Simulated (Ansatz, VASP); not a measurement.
# ZrAl2 (ZrAl2 in the C11b ordering): VASP beside Ansatz

Aim: how closely do two programs agree when they are given the same cell, functional and k mesh? The cell is generated by rule, not measured, and may not be a known phase. The cell is taken from a series of runs on this material, whose earlier steps may have relaxed, scaled, displaced or heated it; both programs get it as it stands.

Calculated with Ansatz 0.2.0; plane waves, with VASP 6.6.1 beside it; relaxation of cell and atoms at PBE and zone-centre phonons at PBE.

The structure was built from a prototype and need not be the compound's stable phase.

## Step 1: Starting point

It takes space group I4/mmm (No. 139, tetragonal). Conventional cell: a = 3.160 Å, b = 3.160 Å, c = 10.990 Å, α = 90.00°, β = 90.00°, γ = 90.00°. Zr has 8 Al at 2.96 Å and 4 Zr at 3.16 Å nearest. Nearest to Al lie 4 Al at 2.76 Å and 4 Zr at 2.96 Å. Farther neighbours are not listed.

## Step 2: VASP: relaxation of cell and atoms, PBE, pair 1

The relaxed volume is the usual yardstick between codes: in a stiff, nearly cubic crystal its relative difference is about their pressure difference at one cell divided by the bulk modulus.

Lines of VASP's logs that name or quote its potential files are left out, and so is its time.

The input, INCAR:

```
SYSTEM = ZrAl2
PREC = Accurate
ENCUT = 500
EDIFF = 1E-07
NELM = 120
ISMEAR = 1
SIGMA = 0.2
LREAL = .FALSE.
ALGO = Normal
GGA = PE
NBANDS = 15
LASPH = .TRUE.
LORBIT = 11
LWAVE = .FALSE.
LCHARG = .FALSE.
ISIF = 3
IBRION = 2
NSW = 80
EDIFFG = -0.005
GGA_COMPAT = .FALSE.
NELMIN = 4
KPAR = 2
```

The input, POSCAR:

```
ZrAl2
1.0
    3.1598140000      0.0000000000      0.0000000000
    0.0000000000      3.1598140000      0.0000000000
    1.5799070000      1.5799070000      5.4951120000
Zr Al
1 2
Direct
    0.0000000000      0.0000000000      0.0000000000
    0.6763554592      0.6763554592      0.6472890816
    0.3236445408      0.3236445408      0.3527109184
```

The input, KPOINTS:

```
Automatic mesh
0
Gamma
10 10 10
0 0 0
```

PAW data sets: Zr_sv and Al (PBE family, release 64).

Command:

```sh
> mpirun -np 2 vasp_std
```

Numbers of over 12 decimals in the logs are rounded to 6 here.

The program printed:

```text
[banner, memory and clock lines left out]
running    2 mpi-ranks, on    1 nodes
 distrk:  each k-point on    1 cores,    2 groups
 distr:  one band on    1 cores,    1 groups

 POSCAR found type information on POSCAR ZrAl
 POSCAR found :  2 types and       3 ions
 LDA part: xc-table for (Slater+PW92), standard interpolation
 POSCAR, INCAR and KPOINTS ok, starting setup
 FFT: planning ... GRIDC
 FFT: planning ... GRID_SOFT
 FFT: planning ... GRID
 WAVECAR not read
 entering main loop
       N       E                     dE             d eps       ncg     rms          rms(c)
DAV:   1     0.918377630528E+02    0.91838E+02   -0.84044E+03  3060   0.106E+03
DAV:   2    -0.131025335215E+02   -0.10494E+03   -0.10139E+03  3872   0.249E+02
DAV:   3    -0.174024116052E+02   -0.42999E+01   -0.42128E+01  5226   0.416E+01
DAV:   4    -0.174865278451E+02   -0.84116E-01   -0.84086E-01  3622   0.561E+00
DAV:   5    -0.174886385067E+02   -0.21107E-02   -0.21105E-02  4901   0.733E-01    0.123E+01
DAV:   6    -0.169874684879E+02    0.50117E+00   -0.16470E+00  3753   0.803E+00    0.503E+00
DAV:   7    -0.169197676521E+02    0.67701E-01   -0.24144E-01  3527   0.283E+00    0.173E+00
DAV:   8    -0.169120300541E+02    0.77376E-02   -0.31670E-02  4017   0.128E+00    0.425E-01
DAV:   9    -0.169114896213E+02    0.54043E-03   -0.44382E-03  4187   0.555E-01    0.101E-01
DAV:  10    -0.169115098137E+02   -0.20192E-04   -0.18169E-04  4013   0.119E-01    0.500E-02
DAV:  11    -0.169115015406E+02    0.82730E-05   -0.11153E-05  3889   0.272E-02    0.767E-03
DAV:  12    -0.169115016853E+02   -0.14464E-06   -0.68837E-07  4208   0.579E-03    0.294E-03
DAV:  13    -0.169115014298E+02    0.25544E-06   -0.66517E-08  2168   0.200E-03    0.674E-04
DAV:  14    -0.169115014066E+02    0.23246E-07   -0.56134E-09  1880   0.739E-04
   1 F= -.16911501E+02 E0= -.16912373E+02  d E =-.169115E+02
 curvature:   0.00 expect dE= 0.000E+00 dE for cont linesearch  0.000E+00
 trial: gam= 0.00000 g(F)=  0.745E-05 g(S)=  0.154E-04 ort = 0.000E+00 (trialstep = 0.100E+01)
 search vector abs. value=  0.228E-04
 bond charge predicted
       N       E                     dE             d eps       ncg     rms          rms(c)
DAV:   1    -0.169115477350E+02   -0.46305E-04   -0.13367E-03  3235   0.304E-01    0.367E-02
DAV:   2    -0.169115234603E+02    0.24275E-04   -0.81515E-05  3700   0.647E-02    0.147E-02
DAV:   3    -0.169115190043E+02    0.44560E-05   -0.99091E-06  3808   0.209E-02    0.576E-03
DAV:   4    -0.169115180845E+02    0.91979E-06   -0.28325E-06  4959   0.114E-02    0.300E-03
DAV:   5    -0.169115178367E+02    0.24779E-06   -0.13941E-07  2804   0.279E-03    0.103E-03
DAV:   6    -0.169115176771E+02    0.15962E-06   -0.47207E-08  1670   0.148E-03    0.184E-04
DAV:   7    -0.169115176525E+02    0.24546E-07   -0.14003E-08  1565   0.782E-04
   2 F= -.16911518E+02 E0= -.16912382E+02  d E =-.162459E-04
 trial-energy change:   -0.000016  1 .order   -0.000016   -0.000023   -0.000010
 step:   1.7777(harm=  1.7777)  dis= 0.00075  next Energy=   -16.911522 (dE=-0.203E-04)
 reached required accuracy - stopping structural energy minimisation
```

OUTCAR, selected parts (step 2):

```text
ion  position               nearest neighbor table
   1  0.000  0.000  0.000-   2 2.96   3 2.96   2 2.96   2 2.96   3 2.96   3 2.96   2 2.96   3 2.96
                             3 3.56   2 3.56
   2  0.676  0.676  0.647-   3 2.76   3 2.76   3 2.76   3 2.76   1 2.96   1 2.96   1 2.96   1 2.96
                             1 3.56
   3  0.324  0.324  0.353-   2 2.76   2 2.76   2 2.76   2 2.76   1 2.96   1 2.96   1 2.96   1 2.96
                             1 3.56

  LATTYP: Found a body centered tetragonal cell.
 ALAT       =     3.1598140000
 C/A-ratio  =     3.4781237123

 Subroutine GETGRP returns: Found 16 space group operations
 (whereof 16 operations were pure point group operations)

The static configuration has the point symmetry D_4h.

 Found    102 irreducible k-points:

   k-points           NKPTS =    102   k-points in BZ     NKDIM =    102   number of bands    NBANDS=     15

   dimension x,y,z NGX =    24 NGY =   24 NGZ =   48
   dimension x,y,z NGXF=    48 NGYF=   48 NGZF=   96

   ENCUT  =  500.0 eV  36.75 Ry    6.06 a.u.   5.76  5.76 10.82*2*pi/ulx,y,z

   NELECT =      18.0000    total number of electrons

 k-points in reciprocal lattice and weights: Automatic mesh
   0.00000000  0.00000000  0.00000000       0.001
   0.10000000  0.00000000  0.00000000       0.008
   0.20000000  0.00000000  0.00000000       0.008
   0.30000000  0.00000000  0.00000000       0.008
   0.40000000  0.00000000  0.00000000       0.008
   0.50000000  0.00000000  0.00000000       0.004
   0.10000000  0.10000000  0.00000000       0.008
   0.20000000  0.10000000  0.00000000       0.016
   0.30000000  0.10000000  0.00000000       0.016
[...]
-0.10000000 -0.10000000  0.40000000       0.004
   0.00000000  0.00000000  0.50000000       0.001

 average (electrostatic) potential at core
       1 -74.8944       2 -71.7948       3 -71.7948

 E-fermi :   8.4848

 k-point     1 :       0.0000    0.0000    0.0000
  band No.  band energies     occupation
    ...
      4     -17.7793      2.00000
      5      -1.1904      2.00000
      6       4.4578      2.00000
      7       4.4922      2.00000
      8       7.4099      2.00000
      9      10.0459     -0.00000
     10      10.0459     -0.00000
     11      10.5837     -0.00000
     12      12.8397      0.00000
     13      13.0986      0.00000
    ...

 k-point     2 :       0.1000    0.0000    0.0000
  band No.  band energies     occupation
    ...
      4     -17.7740      2.00000
      5      -1.0219      2.00000
      6       4.2118      2.00000
      7       4.9709      2.00000
      8       7.5152      2.00000
      9       9.2189     -0.00000
     10      10.1425     -0.00000
     11      10.6289     -0.00000
     12      12.3920     -0.00000
     13      12.8302      0.00000
    ...

 k-point     3 :       0.2000    0.0000    0.0000
  band No.  band energies     occupation
    ...
      5      -0.5279      2.00000
      6       4.1563      2.00000
      7       5.6343      2.00000
      8       7.4993      2.00000
      9       7.9035      2.00031
     10      10.4137     -0.00000
     11      10.7347     -0.00000
     12      11.5593     -0.00000
     13      11.9181     -0.00000
     14      13.9457      0.00000
    ...

  Total       -0.0108017     -0.0108017      0.0100414      0.0000000      0.0000000      0.0000000
  in kB       -0.3153526     -0.3153526      0.2931556      0.0000000      0.0000000      0.0000000
  external PRESSURE =      -0.1125165 kB  Pullay stress =       0.0000000 kB

  energy-cutoff  :      500.00
  volume of cell :       54.88
      direct lattice vectors                 reciprocal lattice vectors
     3.159454806  0.000000000  0.000000000     0.316510304 -0.000000000 -0.090947136
     0.000000000  3.159454806 -0.000000000     0.000000000  0.316510304 -0.090947136
     1.579727403  1.579727403  5.497699240     0.000000000  0.000000000  0.181894272

 POSITION                                       TOTAL-FORCE (eV/Angst)
 -----------------------------------------------------------------------------------
      0.00000      0.00000      0.00000         0.000000      0.000000      0.000000
      3.15945      3.15945      3.55818        -0.000000     -0.000000     -0.003315
      1.57973      1.57973      1.93952         0.000000      0.000000      0.003315
 -----------------------------------------------------------------------------------
    total drift:                               -0.000000     -0.000000     -0.000000

  FREE ENERGIE OF THE ION-ELECTRON SYSTEM (eV)
  ---------------------------------------------------
  free  energy   TOTEN  =       -16.9115176525 eV

  energy  without entropy=      -16.9141101943  energy(sigma->0) =      -16.91238183

 reached required accuracy - stopping structural energy minimisation

 total charge
# of ion       s       p       d       tot
------------------------------------------
    1        2.187   5.962   1.724   9.874
    2        0.432   0.358   0.000   0.790
    3        0.432   0.358   0.000   0.790
--------------------------------------------------
tot          3.051   6.678   1.724  11.453

[... 3 further parts left out ...]
```

CONTCAR:

```
ZrAl2
   1.00000000000000
     3.1594548064823083    0.0000000000000000    0.0000000000000000
     0.0000000000000000    3.1594548064823083   -0.0000000000000000
     1.5797274032411541    1.5797274032411541    5.4976992400737554
  Zr              Al
     1     2
Direct
     0.0000000000000000    0.0000000000000000    0.0000000000000000
     0.6763940390880504    0.6763940390880504    0.6472119218239062
     0.3236059609119495    0.3236059609119495    0.3527880781760938
```

## Step 3: Ansatz: relaxation of cell and atoms, PBE, pair 1

Ansatz runs on its default PAW (the set named soft_2) files.

The same cell, functional, mesh and smearing now go to Ansatz, which takes its cutoff from its data sets.

The input, input.yaml:

```yaml
crystal:
  lattice:
    - [3.1598140552, 0.0, 0.0]
    - [0.0, 3.1598140552, 0.0]
    - [1.5799070276, 1.5799070276, 5.4951115536]
  atoms:
    - { symbol: Zr, position: [0.0, 0.0, 0.0] }
    - { symbol: Al, position: [0.6763554529, 0.6763554529, 0.6472890941] }
    - { symbol: Al, position: [0.3236445471, 0.3236445471, 0.3527109059] }
kpoints:
  mp_grid: { grid: [10, 10, 10] }
hamiltonian:
  xc: pbe
scf:
  occupations: { method: methfessel_paxton, width: 0.2 }
output:
  forces: true
  stress: true
  eigenvalues: true
relax:
  adjacent_minimum: "off"
  f_tol: 0.001
  max_steps: 60
  cell: { stress_tol: 0.01 }
```

Command:

```sh
> ansatz run input.yaml --threads 4 --pin off --max-ram 8192MiB --backend cpu --events-out ev --progress --plain --runs-dir out
```

The program printed:

```text
Engine: ansatz 0.2.0, aarch64-unknown-linux-gnu
Pseudopotentials: kind: paw
Pseudopotential: Zr, paw, valence charge 12, recommended cutoff 420 eV (normal), Zr.paw.azcp
Pseudopotential: Al, paw, valence charge 3, recommended cutoff 420 eV (normal), Al.paw.azcp
Functional definition: PBE
  parameter kappa = 0.804
  parameter beta = 0.066725
  exchange = pbe_x(kappa = kappa, mu = beta*pi^2/3)
  correlation = pbe_c(beta = beta)
Crystal: 3 atoms, lattice volume = 54.866 Å³
Basis set: ecut = 420 eV, 1079 PW (Γ), exchange–correlation on 48×48×80 points (8 copies of the dense FFT grid, shifted against one another)
Bands: 13, of which v1, the nominal top of the filled ones, is band 9 counted from 1 (8 counted from 0)
Symmetry: 16 space group operations
Space group: I4/mmm (ITA 139), of the structure as read, at distance tolerance 3.8e-5 Å
k-points: 102 of 1000
Non-local potential: Zr, projectors of the file, l = 0: 3, l = 1: 2, l = 2: 2, l = 3: 2
Non-local potential: Al, projectors of the file, l = 0: 2, l = 1: 2, l = 2: 1
PAW form: soft (Blöchl's): semilocal exchange-correlation on the pseudo side does not see the compensation charge
PAW one-centre angular grid: Zr, 590 points (default); XC on 64 Gauss nodes
PAW one-centre angular grid: Al, 110 points (default); XC on 64 Gauss nodes
Initial density: superposition of atomic densities (neutral atoms: chi_scale 0, normalization atom), corrected by the library's trained network
Initial wavefunctions: pseudopotential atomic-orbital guess
Functional: x = pbe(κ = 0.804, μ = 0.219515), c = pbe(β = 0.066725)
SCF iter   1: F=—  HF=-5259.749284 eV  |F-HF|=—  |Δ(HF+E_count)|=         —  Δρ=4.44e-3  dr2=4.71e-2  ethr=1.77e-3  ⟨swp⟩=5.1  Hψ=7367  notcnv=0
preconditioner: auto → Kerker (q_TF=auto, 2.266 Å⁻¹)  [metal: Δε(μ)=0.008 eV  Ē_g=5.336 eV  σ=0.200 eV  W_gap=0.03  n_scr=10 (ndim 8)  ℏωp=15.9 eV  f_vac=0.000  D(μ)=1.30/eV (n_scr^D=2)]
SCF iter   2: F=—  HF=-5259.742026 eV  |F-HF|=—  |Δ(HF+E_count)|=   7.26e-3  S|Δr|=    0.00e0  Δρ=1.89e-3  dr2=7.48e-3  ethr=2.61e-4  ⟨swp⟩=1.0  Hψ=2142  notcnv=0
SCF iter   3: F=—  HF=-5259.740826 eV  |F-HF|=—  |Δ(HF+E_count)|=   1.20e-3  S|Δr|=    0.00e0  Δρ=5.65e-4  dr2=2.64e-4  ethr=4.15e-5  ⟨swp⟩=1.9  Hψ=1500  notcnv=0
SCF iter   4: F=—  HF=-5259.740765 eV  |F-HF|=—  |Δ(HF+E_count)|=   6.03e-5  S|Δr|=    0.00e0  Δρ=8.51e-5  dr2=3.09e-6  ethr=1.47e-6  ⟨swp⟩=2.7  Hψ=2138  notcnv=0
SCF iter   5: F=—  HF=-5259.740769 eV  |F-HF|=—  |Δ(HF+E_count)|=   3.84e-6  S|Δr|=    0.00e0  Δρ=1.63e-5  dr2=1.66e-7  ethr=1.72e-8  ⟨swp⟩=2.4  Hψ=2169  notcnv=0
SCF iter   6: F=-5259.740769 eV  HF=-5259.740769 eV  |F-HF|=1.16e-10  |Δ(HF+E_count)|=   3.71e-8  S|Δr|=    0.00e0  Δρ=3.35e-6  dr2=4.84e-9  ethr=5.56e-10  ⟨swp⟩=5.1  Hψ=5838  notcnv=0
SCF 1 converged in 6 iterations: F = -5259.740769 eV  dr2 = 4.84e-9
  greatest PAW one-centre occupation: 0.996 electrons in one spin orbital (limit 2), on the Zr atom at site 0 (counted from 0), in its partial waves of l = 0
relax step   1: F+E_penalty+E_count = -5259.74076920 eV  Δ(F+E_penalty+E_count) = +0.000e0 eV  max|allowed force component| = 2.129e-3 eV/Å  Δτ_max = 0.0000 Å  P = -0.007 GPa  Ω = 54.866 Å³  (6 SCF iters, dr2 threshold 1.00e-7 eV, accepted)
[...]
relax step   2: F+E_penalty+E_count = -5259.74078548 eV  Δ(F+E_penalty+E_count) = -1.628e-5 eV  max|allowed force component| = 3.705e-3 eV/Å  Δτ_max = 0.0003 Å  P = +0.007 GPa  Ω = 54.856 Å³  energy of the carried Pulay correction = +2.523e-6 eV  (4 SCF iters, dr2 threshold 7.39e-9 eV, accepted)
[...]
relax step   3: F+E_penalty+E_count = -5259.74078685 eV  Δ(F+E_penalty+E_count) = -1.373e-6 eV  max|allowed force component| = 5.302e-4 eV/Å  Δτ_max = 0.0003 Å  P = +0.009 GPa  Ω = 54.856 Å³  energy of the carried Pulay correction = +2.467e-6 eV  (4 SCF iters, dr2 threshold 8.58e-10 eV, accepted)
[...]
relax step   4: F+E_penalty+E_count = -5259.74078545 eV  Δ(F+E_penalty+E_count) = +1.402e-6 eV  max|allowed force component| = 2.194e-5 eV/Å  Δτ_max = 0.0001 Å  P = -0.002 GPa  Ω = 54.862 Å³  energy of the carried Pulay correction = +8.723e-7 eV  (4 SCF iters, dr2 threshold 2.69e-10 eV, accepted)
[...]
relax step   5: F+E_penalty+E_count = -5259.74078561 eV  Δ(F+E_penalty+E_count) = -1.621e-7 eV  max|allowed force component| = 1.915e-5 eV/Å  Δτ_max = 0.0000 Å  P = -0.002 GPa  Ω = 54.862 Å³  stress off target by 4.08e-3 GPa  SCF on the basis re-selected at this cell (its energy is not comparable with the rows above)  (5 SCF iters)
basis re-selected at this cell: Δ(F+E_penalty+E_count) = -1.621e-7 eV, ΔP = -0.000 GPa vs the last step (what re-selecting the basis moved, of the pressure what is left beyond the Pulay correction that the steps carried, after the strain that the cell walked since its last selection, with what the two solves' SCF thresholds leave and, on support functions, any second-order correction that the steps lacked; it is no m [...]
SCF converged after 5 iterations
Stability not checked: this state was not tested for a lower state beside it, because cold or Methfessel-Paxton smearing, or corrected tetrahedra, fill the levels in a way that the test cannot read (fill_not_monotonic; see scf.lower_state_search)
Free energy (F): -5259.740786 eV
Harris-Foulkes:  -5259.740786 eV  (|F-HF|=9.09e-13)
Internal energy: -5259.743394 eV  (E = F + TS)
E sigma→0 (E₀):  -5259.741438 eV
Entropy (-TS):   0.002608 eV (0.869 meV/atom)
Fermi energy:    10.573764 eV
--- Per-component energies (eV) ---
  E_band       = -98.864353
  E_kinetic    = 379.175708
  E_local      = -908.446202  (includes V_loc(G=0)·N_el)
  E_nonlocal   = 101.340842
  E_hartree    = 333.250384
  E_xc         = -241.530624
  E_vxc        = -249.394908  (∫ρ·V_xc dr)
  E_paw        = -3889.028866  (= ΣΔE_a)
  E_vpaw       = -88.040585  (= ΣTr[D̂ρ^β])
  E_aug_tail   = 0.000021  (compensation charges beyond the density's cutoff)
  E_ewald      = -1034.504656
  E_smearing   = 0.002608  (= −TS)
  E_closure    = 0.000000  (closes the sum)
  Σ components = -5259.740786   (vs F -5259.740786, Δ=0.00e0)
--- Forces (eV/Å), atoms counted from 1 ---
  atom   1  Zr    -0.00000000    -0.00000000     0.00000000
  atom   2  Al     0.00000000     0.00000000     0.00001915
  atom   3  Al     0.00000000     0.00000000    -0.00001915
  max |Σ_I F_I| component: 1.97e-30 eV/Å
--- Stress (GPa, compression-positive) ---
       -0.004081       0.000000       0.000000
        0.000000      -0.004081       0.000000
        0.000000       0.000000       0.003239
  P = ⅓ Tr σ = -0.0016 GPa (-0.016 kbar)
--- Band table (eV; the first three rows and the last of 102) ---
  k-point 0: bands = [... 5 lower, 6.5477, 6.5782, 9.4954, 12.1414, 12.1414, 12.6638, 14.9325, 15.1720]
  k-point 1: bands = [... 5 lower, 5.8078, 7.3263, 9.4875, 12.1797, 12.1797, 12.5817, 14.9334, 15.2455]
  k-point 2: bands = [... 5 lower, 5.0995, 8.0555, 9.4670, 12.2901, 12.2901, 12.3780, 14.9357, 15.4550]
  k-point 101: bands = [... 5 lower, 7.2926, 7.5265, 8.5162, 9.7429, 9.8864, 10.4167, 11.9975, 13.8601]
--- Relaxed structure (4 steps of the walk, 4 accepted, 1 SCFs on fresh bases) ---
  F+E_penalty+E_count = -5259.74078561 eV   max|allowed force component| = 1.915e-5 eV/Å   (the final SCF, on the basis selected at the relaxed cell)
  cell:  # Å, volume = 54.8623 Å³
    - [3.158213, 0, 0.0]
    - [0, 3.158213, 0.0]
    - [1.579106, 1.579106, 5.500357]
  atoms:
    - { symbol: Zr, position: [0, 0, 0.0] }
    - { symbol: Al, position: [0.676345, 0.676345, 0.647311] }
    - { symbol: Al, position: [0.323655, 0.323655, 0.352689] }
```

## Step 4: Comparison

Known differences besides the potentials themselves: the cutoff is 420 eV in Ansatz and 500 eV in VASP; Ansatz adds a Pulay correction to the stress that steers its cell, VASP none. Total energies have different zeros and are not compared.

Compared:

| quantity | Ansatz | VASP | difference |
| --- | --- | --- | --- |
| volume (Å³) | 54.86 | 54.88 | -0.03 % |
| edge a after relaxation, in the typed setting (Å) | 3.158 | 3.159 | -0.04 % |
| edge c after relaxation, in the typed setting (Å) | 5.936 | 5.934 | +0.04 % |

## Step 5: Ansatz: relaxation of cell and atoms, PBE, pair 2

The relaxed volume is the usual yardstick between codes: in a stiff, nearly cubic crystal its relative difference is about their pressure difference at one cell divided by the bulk modulus.

The cell is taken from a series of runs on this material, whose earlier steps may have relaxed, scaled, displaced or heated it; both programs get it as it stands.

The input, input.yaml:

```yaml
crystal:
  lattice:
    - [3.2187005231, 0.0, 0.0]
    - [0.0, 3.2187005231, 0.0]
    - [1.6093502616, 1.6093502616, 5.3006748231]
  atoms:
    - { symbol: Zr, position: [0.0, 0.0, 0.0] }
    - { symbol: Al, position: [0.6777537382, 0.6777537382, 0.6444925237] }
    - { symbol: Al, position: [0.3222462618, 0.3222462618, 0.3555074763] }
kpoints:
  mp_grid: { grid: [10, 10, 10] }
hamiltonian:
  xc: pbe
scf:
  occupations: { method: gaussian, width: 0.1 }
output:
  forces: true
  stress: true
  eigenvalues: true
relax:
  adjacent_minimum: "off"
  f_tol: 0.005
  max_steps: 80
  cell: { stress_tol: 0.05 }
```

The program printed:

```text
[...]
Crystal: 3 atoms, lattice volume = 54.915 Å³
Basis set: ecut = 420 eV, 1069 PW (Γ), exchange–correlation on 48×48×80 points (8 copies of the dense FFT grid, shifted against one another)
Bands: 13, of which v1, the nominal top of the filled ones, is band 9 counted from 1 (8 counted from 0)
Symmetry: 16 space group operations
[...]
k-points: 102 of 1000
[...]
cell:  # Å, volume = 54.8655 Å³
    - [3.159814, 3.67096416697575e-18, -1.4902900743607685e-11]
    - [3.670964166930203e-18, 3.159814, -1.4902910400374856e-11]
    - [1.579907, 1.579907, 5.495112]
  atoms:
    - { symbol: Zr, position: [-1.1079271910990054e-19, -1.1079271911259655e-19, 2.2158543821766613e-19] }
    - { symbol: Al, position: [0.676355, 0.676355, 0.647289] }
    - { symbol: Al, position: [0.323645, 0.323645, 0.352711] }
[key lines of the parts left out:]
SCF converged after 5 iterations
Free energy (F): -5259.745225 eV
Fermi energy:    10.582054 eV
P = ⅓ Tr σ = 0.0095 GPa (0.095 kbar)
```

(Continued in part 2 of 2.)

[Lines on the potential files, build, host, timing and source positions are cut from VASP's logs without a mark.]

[Logs are printed without paths, hosts, clocks, repeated set-up lines and the standing remarks that a program may print on its own settings, such as how far it seeks lower states.]

[Hosts, paths, dates, database ids (printed as entryN), source tags and the programs' standing remarks are cut or masked in the printed files.]
